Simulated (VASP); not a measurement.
PbS (Galena), 2 atoms in the cell. Symmetry: Fm-3m, No. 225, cubic system. Conventional cell: a = 6.007 Å, b = 6.007 Å, c = 6.007 Å, α = 90.00°, β = 90.00°, γ = 90.00°. Pb (site symmetry m-3m) has 6 S at 3.00 Å as nearest neighbours. S (site symmetry m-3m) is surrounded by 6 Pb at 3.00 Å. 

* Program: VASP 6.6.1
* Task: elastic constants
* Functional: PBE
* Potentials or basis: VASP PAW PBE potentials, release 64 (Pb_d, S)
* Cutoff: 600 eV
* k mesh: 8 × 8 × 8
* Occupations: gaussian, width 0.03 eV
* Spin: no spin polarisation
* Ions in elastic constants: relaxed
* Further INCAR settings: ALGO = Normal; EDIFF = 1e-08; IBRION = 6; POTIM = 0.015; NSW = 1; ISIF = 3

Potentials or basis: VASP PAW PBE potentials, release 64 (Pb_d, S).

Command:

```sh
$ cat potpaw_PBE.64/Pb_d/POTCAR potpaw_PBE.64/S/POTCAR > POTCAR
$ cp INCAR.step1 INCAR
$ mpirun -np 1 vasp_std > vasp.out
$ cp CONTCAR POSCAR
$ cp INCAR.step2 INCAR
$ mpirun -np 1 vasp_std > vasp.out
```

Hardware: 1 thread of AMD EPYC 9R45 (Zen 5), with other jobs on the host.

Task: Estimate the wall time of this run.

Result: It took 11 min on 1 thread of AMD EPYC 9R45 (Zen 5) (shared host), peak memory 0.34 GiB. Counts: scf iterations 184, k points 29, ion steps 2.
